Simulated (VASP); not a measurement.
# Sc (I4/mmm) in VASP: reference runs

How does Sc come out in PBE? The cell is run as given and disturbed.

All numbers are computed with VASP 6.6.1; they aren't measurements. Logs are shortened: lines on timing, memory, paths and dates and some standing lists are left out, and cuts for length are marked.

### 1 The structure

The structure is tetragonal, space group I4/mmm (No. 139). The conventional cell has a = 3.834 Å, b = 3.834 Å, c = 3.435 Å, α = 90.00°, β = 90.00°, γ = 90.00°. Around Sc (site symmetry 4/mmm) lie 10 Sc at 3.21 to 3.44 Å.

This isn't the form of Sc at room conditions, which is hcp.

### 2 Single point, PBE

INCAR reads:

```
PREC = Accurate ; ENCUT = 520
EDIFF = 1E-7 ; ISMEAR = -1
SIGMA = 0.05 ; LREAL = False
LASPH = True ; NELM = 60
ALGO = Normal ; ISIF = 2
LWAVE = False ; LCHARG = True
GGA = PE ; LELF = True
LVHAR = True ; NBANDS = 12
```

KPOINTS reads:

```
regular mesh
0
Gamma
  10 10 10
```

POSCAR reads:

```
Sc
1.0
   -1.9172054859      1.9172054859      1.7176030000
    1.9172054859     -1.9172054859      1.7176030000
    1.9172054859      1.9172054859     -1.7176030000
Sc
1
Direct
    0.0000000000      0.0000000000      0.0000000000
```

Potentials or basis: VASP PAW PBE potentials, release 64 (Sc_sv).

The run is started by

```
cat potpaw_PBE.64/Sc_sv/POTCAR > POTCAR
mpirun -np 1 vasp_std > vasp.out
```

OUTCAR:

```text
PREC = Accurate
   ENCUT = 520
   EDIFF = 1E-7
   ISMEAR = -1
   LREAL = False
   LASPH = True
   NELM = 60
   ISIF = 2
   GGA = PE

 ion  position               nearest neighbor table
   1  0.000  0.000  0.000-

  LATTYP: Found a body centered tetragonal cell.
 ALAT       =     3.8344109718
 C/A-ratio  =     0.8958888406

  Lattice vectors:

 A1 = (  -1.9172054859,   1.9172054859,   1.7176030000)
 A2 = (   1.9172054859,  -1.9172054859,   1.7176030000)
 A3 = (   1.9172054859,   1.9172054859,  -1.7176030000)

Analysis of symmetry for initial positions (statically):
=====================================================================
 Subroutine PRICEL returns:
 Original cell was already a primitive cell.

 Routine SETGRP: Setting up the symmetry group for a
 body centered tetragonal supercell.

 Subroutine GETGRP returns: Found 16 space group operations
 (whereof 16 operations were pure point group operations)
 out of a pool of 16 trial point group operations.

The static configuration has the point symmetry D_4h.

Analysis of symmetry for dynamics (positions and initial velocities):
=====================================================================
 Subroutine PRICEL returns:
 Original cell was already a primitive cell.

 Routine SETGRP: Setting up the symmetry group for a
 body centered tetragonal supercell.

 Subroutine GETGRP returns: Found 16 space group operations
 (whereof 16 operations were pure point group operations)
 out of a pool of 16 trial point group operations.

The dynamic configuration has the point symmetry D_4h.

 Subroutine INISYM returns: Found 16 space group operations
 (whereof 16 operations are pure point group operations),
 and found     1 'primitive' translations

----------------------------------------------------------------------------------------

                                     Primitive cell

  volume of cell :      25.2534

  direct lattice vectors                    reciprocal lattice vectors
    -1.917205486  1.917205486  1.717603000     0.000000000  0.260796249  0.291103357
     1.917205486 -1.917205486  1.717603000     0.260796249  0.000000000  0.291103357
     1.917205486  1.917205486 -1.717603000     0.260796249  0.260796249  0.000000000

  length of vectors
     3.209597142  3.209597142  3.209597142     0.390839927  0.390839927  0.368821593

  position of ions in fractional coordinates (direct lattice)
     0.000000000  0.000000000  0.000000000

  ion indices of the primitive-cell ions
   primitive index   ion index
                 1           1

----------------------------------------------------------------------------------------

 KPOINTS: regular mesh

Automatic generation of k-mesh.
 Grid dimensions read from file:
 generate k-points for:   10   10   10

 Generating k-lattice:

  Cartesian coordinates                     Fractional coordinates (reciprocal lattice)
     0.000000000  0.026079625  0.029110336     0.100000000 -0.000000000  0.000000000
     0.026079625  0.000000000  0.029110336    -0.000000000  0.100000000  0.000000000
     0.026079625  0.026079625  0.000000000     0.000000000  0.000000000  0.100000000

  Length of vectors
     0.039083993  0.039083993  0.036882159

  Shift w.r.t. Gamma in fractional coordinates (k-lattice)
     0.000000000  0.000000000  0.000000000

 Subroutine IBZKPT returns following result:
 ===========================================

 Found    102 irreducible k-points:

 Following reciprocal coordinates:
            Coordinates               Weight
  0.000000  0.000000  0.000000      1.000000
  0.100000  0.000000 -0.000000      8.000000
  0.200000  0.000000 -0.000000      8.000000
  0.300000  0.000000  0.000000      8.000000
  0.400000 -0.000000  0.000000      8.000000
  0.500000 -0.000000  0.000000      4.000000
[... 42 lines left out ...]
 -0.100000  0.300000  0.100000      8.000000
  0.400000  0.400000  0.100000      4.000000
 [... further k-points ...]
   k-points           NKPTS =    102   k-points in BZ     NKDIM =    102   number of bands    NBANDS=     12
   number of dos      NEDOS =    301   number of ions     NIONS =      1
   total plane-waves  NPLWV =  13824
   dimension x,y,z NGX =    24 NGY =   24 NGZ =   24
   dimension x,y,z NGXF=    48 NGYF=   48 NGZF=   48
   ions per type =               1
   NGX,Y,Z   is equivalent  to a cutoff of  12.43, 12.43, 12.43 a.u.
   NGXF,Y,Z  is equivalent  to a cutoff of  24.86, 24.86, 24.86 a.u.
 SYSTEM =  unknown system
   PREC   = accura    normal or accurate (medium, high low for compatibility)
   ISTART =      0    job   : 0-new  1-cont  2-samecut
   ICHARG =      2    charge: 1-file 2-atom 10-const
   ISPIN  =      1    spin polarized calculation?
   LNONCOLLINEAR =      F non collinear calculations
   LSORBIT =      F    spin-orbit coupling
   LASPH  =      T    aspherical Exc in radial PAW
   ENCUT  =  520.0 eV  38.22 Ry    6.18 a.u.   5.97  5.97  5.97*2*pi/ulx,y,z
   NELM   =     60;   NELMIN=  2; NELMDL= -5     # of ELM steps
   EDIFF  = 0.1E-06   stopping-criterion for ELM
   LREAL  =      F    real-space projection
   EDIFFG = 0.1E-05   stopping-criterion for IOM
   NSW    =      0    number of steps for IOM
   IBRION =     -1    ionic relax: 0-MD 1-quasi-New 2-CG
   NFREE  =      0    steps in history (QN), initial steepest desc. (CG)
   ISIF   =      2    stress and relaxation
   ISYM   =      2    0-nonsym 1-usesym 2-fastsym
   POTIM  = 0.5000    time-step for ionic-motion
   TEBEG  =    0.0;   TEEND  =   0.0 temperature during run
   PSTRESS=    0.0 pullay stress
   NELECT =      11.0000    total number of electrons
   NUPDOWN=      -1.0000    fix difference up-down
   EMIN   =  10.00;   EMAX   =-10.00  energy-range for DOS
   EFERMI =   0.00;   METHOD = LEGACY
   ISMEAR =    -1;   SIGMA  =   0.05  broadening in eV -4-tet -1-fermi 0-gaus
   EFERMI_NEDOS =   21; number of points for ismear=-14 and -15
   IALGO  =     38    algorithm
   IMIX   =      4    mixing-type and parameters
     AMIX     =   0.40;   BMIX     =  1.00
     AMIX_MAG =   1.60;   BMIX_MAG =  1.00
  volume/ion in A,a.u.               =      25.25       170.42
  Fermi-wavevector in a.u.,A,eV,Ry     =   1.240983  2.345117 20.953486  1.540038
  Thomas-Fermi vector in A             =   2.375400
   LORBIT       =      0    0 simple, 1 ext, 2 COOP (PROOUT), +10 PAW based schemes
   GGA     = PE    functional components
   LHFCALC =     F    Hartree Fock is set to
   AEXX    =    0.0000 exact exchange contribution
   IVDW    =     0    specifies the selected vdW correction
   LEPSILON=     F    determine dielectric tensor
   LRPA    =     F    only Hartree local field effects (RPA)
 non-spin polarized calculation
  energy-cutoff  :      520.00
  volume of cell :       25.25
 maximum number of plane-waves:       700
   NGX = 11   NGY = 11   NGZ = 11

 number of electron      11.0000004 magnetization

 Free energy of the ion-electron system (eV)
  ---------------------------------------------------
  ext. energy  EPLUGINS =         0.00000000
  ---------------------------------------------------
  free energy    TOTEN  =        -6.14964060 eV

  energy without entropy =       -6.12797816  energy(sigma->0) =       -6.13880938

 E-fermi :   3.6446     XC(G=0):  -9.7838

 val. band max:        3.6425614888   @ k =   0.3000   0.3000   0.1000
 cond. band min:       3.6453639769   @ k =  -0.2000  -0.4000   0.1000
 fundamental gap:      0.0028024881
 Fermi energy:         3.6445779785

 k-point     1 :       0.0000    0.0000    0.0000
  band No.  band energies     occupation
      1     -45.9904      2.00000
      2     -24.4216      2.00000
      3     -24.4216      2.00000
      4     -24.3924      2.00000
      5      -1.5375      2.00000
      6       4.6619      0.00000
      7       5.3510      0.00000
      8       5.3510      0.00000
      9       5.9879      0.00000
     10       6.7604      0.00000
     11      17.0439      0.00000
     12      17.0439      0.00000

 k-point     2 :       0.1000    0.0000   -0.0000
  band No.  band energies     occupation
      1     -45.9847      2.00000
      2     -24.4465      2.00000
      3     -24.4334      2.00000
      4     -24.4057      2.00000
      5      -1.2653      2.00000
      6       4.6794      0.00000
      7       5.2547      0.00000
      8       5.3739      0.00000
      9       6.0264      0.00000
     10       6.6454      0.00000
     11      16.9777      0.00000
     12      17.2917      0.00000

 k-point     3 :       0.2000    0.0000   -0.0000
  band No.  band energies     occupation
      1     -45.9696      2.00000
      2     -24.5356      2.00000
      3     -24.4640      2.00000
      4     -24.4154      2.00000
      5      -0.4970      2.00000
      6       4.4701      0.00000
      7       4.8593      0.00000
      8       5.7607      0.00000
      9       6.2354      0.00000
     10       6.4860      0.00000
     11      15.8787      0.00000
     12      16.5327      0.00000
[... 526 lines left out ...]
 k-point    39 :       0.4000    0.2000    0.1000
  band No.  band energies     occupation
      1     -45.9294      2.00000
      2     -24.6975      2.00000
      3     -24.5776      2.00000
      4     -24.4842      2.00000
      5       2.7072      2.00000
      6       3.5290      1.81959
      7       3.7282      0.31612
      8       6.5356      0.00000
      9       6.8409      0.00000
     10       8.8676      0.00000
     11      10.8200      0.00000
     12      11.5233      0.00000

 k-point    40 :       0.5000    0.2000    0.1000
  band No.  band energies     occupation
      1     -45.9374      2.00000
      2     -24.6980      2.00000
      3     -24.5263      2.00000
      4     -24.4669      2.00000
      5       1.9506      2.00000
      6       3.5864      1.52392
      7       3.9341      0.00609
      8       6.4708      0.00000
      9       6.5734      0.00000
     10       8.0633      0.00000
     11      11.7800      0.00000
     12      12.9520      0.00000

 [... further k-points ...]

------------------------ aborting loop because EDIFF is reached ----------------------------------------

  FORCE on cell =-STRESS in cart. coord.  units (eV):
  Direction    XX          YY          ZZ          XY          YZ          ZX
  --------------------------------------------------------------------------------------
  -------------------------------------------------------------------------------------
  Total       -0.1771205     -0.1771205     -0.0071358      0.0000000      0.0000000     -0.0000000
  in kB      -11.2372328    -11.2372328     -0.4527207      0.0000000      0.0000000     -0.0000000
  external PRESSURE =      -7.6423954 kB  Pullay stress =       0.0000000 kB

 VOLUME and BASIS-vectors are now :
 -----------------------------------------------------------------------------
  energy-cutoff  :      520.00
  volume of cell :       25.25
      direct lattice vectors                 reciprocal lattice vectors
    -1.917205486  1.917205486  1.717603000     0.000000000  0.260796249  0.291103357
     1.917205486 -1.917205486  1.717603000     0.260796249  0.000000000  0.291103357
     1.917205486  1.917205486 -1.717603000     0.260796249  0.260796249  0.000000000

 POSITION                                       TOTAL-FORCE (eV/Angst)
 -----------------------------------------------------------------------------------
      0.00000      0.00000      0.00000         0.000000      0.000000      0.000000
 -----------------------------------------------------------------------------------
    total drift:                                0.000000      0.000000      0.000000

  FREE ENERGIE OF THE ION-ELECTRON SYSTEM (eV)
  ---------------------------------------------------
  free  energy   TOTEN  =        -6.1496405954 eV

  energy  without entropy=       -6.1279781607  energy(sigma->0) =       -6.13880938
```

It took 14 s on 1 thread of Intel Xeon Platinum 8488C (Sapphire Rapids), shared host; peak memory 0.15 GiB.

Results:

```yaml
Free_energy: -6.1496 eV
Pressure: -0.8 GPa
Band_gap_on_the_k_mesh: none (metal or under the smearing width)
```

Levels at points of the mesh, in eV from the Fermi level:
| k point | band 3 | band 4 | band 5 | band 6 | band 7 | band 8 |
| --- | --- | --- | --- | --- | --- | --- |
| (0.00, 0.00, 0.00) | -28.07 | -28.04 | -5.18 | 1.02 | 1.71 | 1.71 |
| (0.50, 0.00, 0.00) | -28.19 | -28.08 | -1.69 | 0.06 | 0.63 | 2.74 |
| (0.50, 0.50, 0.00) | -28.13 | -28.05 | -1.83 | 0.06 | 0.86 | 2.25 |
| (0.50, 0.50, 0.50) | -28.34 | -28.24 | -1.27 | -1.05 | 3.73 | 3.73 |

### 3 Single point, PBE (cell strained at random at fixed volume)

INCAR reads:

```
  ALGO = Normal
  EDIFF = 1E-7
  ENCUT = 520
  GGA = PE
  ISIF = 2
  ISMEAR = -1
  LASPH = T
  LCHARG = F
  LREAL = F
  LWAVE = F
  NBANDS = 12
  NELM = 60
  PREC = Accurate
  SIGMA = 0.05
```

KPOINTS reads:

```
k-points
0
Gamma
  10 10 10
```

POSCAR reads:

```
Sc
1.0
   -2.0016830000      1.9652080000      1.8152850000
    1.9170970000     -1.8942550000      1.6416690000
    1.9374800000      1.8300520000     -1.7360850000
Sc
1
Direct
    0.0030600000      0.0053100000     -0.0057490000
```

Potentials or basis: VASP PAW PBE potentials, release 64 (Sc_sv).

The run is started by

```
cat potpaw_PBE.64/Sc_sv/POTCAR > POTCAR
mpirun -np 1 vasp_std > vasp.out
```

Run time: 1.7 min. Hardware: 1 thread of Intel Xeon Platinum 8488C (Sapphire Rapids), shared host; peak memory 0.25 GiB.

It converged, with:

| Item | Value |
| --- | --- |
| Free energy | -6.1393 eV |
| Pressure | -0.8 GPa |
| Band gap on the k mesh | none (metal or under the smearing width) |

Stress tensor (GPa, compression positive):
```
-0.83  1.07  1.38
 1.07 -1.38 -1.12
 1.38 -1.12 -0.17
```

Levels at points of the mesh, in eV from the Fermi level:
| k point | band 2 | band 3 | band 4 | band 5 | band 6 | band 7 | band 8 | band 9 |
| --- | --- | --- | --- | --- | --- | --- | --- | --- |
| (0.00, 0.00, 0.00) | -28.08 | -28.06 | -28.04 | -5.18 | 0.95 | 1.52 | 1.86 | 2.44 |
| (0.50, 0.00, 0.00) | -28.41 | -28.16 | -28.08 | -1.73 | -0.01 | 0.44 | 2.91 | 3.47 |
| (0.00, 0.50, 0.00) | -28.45 | -28.21 | -28.07 | -1.65 | 0.16 | 0.85 | 2.56 | 3.34 |
| (0.50, 0.50, 0.00) | -28.43 | -28.11 | -28.05 | -1.86 | -0.05 | 0.76 | 2.36 | 2.98 |
| (0.00, 0.00, 0.50) | -28.45 | -28.15 | -28.06 | -1.76 | 0.25 | 0.80 | 2.29 | 2.79 |
| (0.50, 0.00, 0.50) | -28.40 | -28.16 | -28.07 | -1.75 | 0.08 | 0.34 | 2.82 | 3.47 |
| (0.00, 0.50, 0.50) | -28.44 | -28.21 | -28.07 | -1.64 | 0.05 | 0.89 | 2.71 | 3.37 |
| (0.50, 0.50, 0.50) | -28.37 | -28.35 | -28.22 | -1.27 | -1.05 | 3.48 | 3.84 | 3.97 |
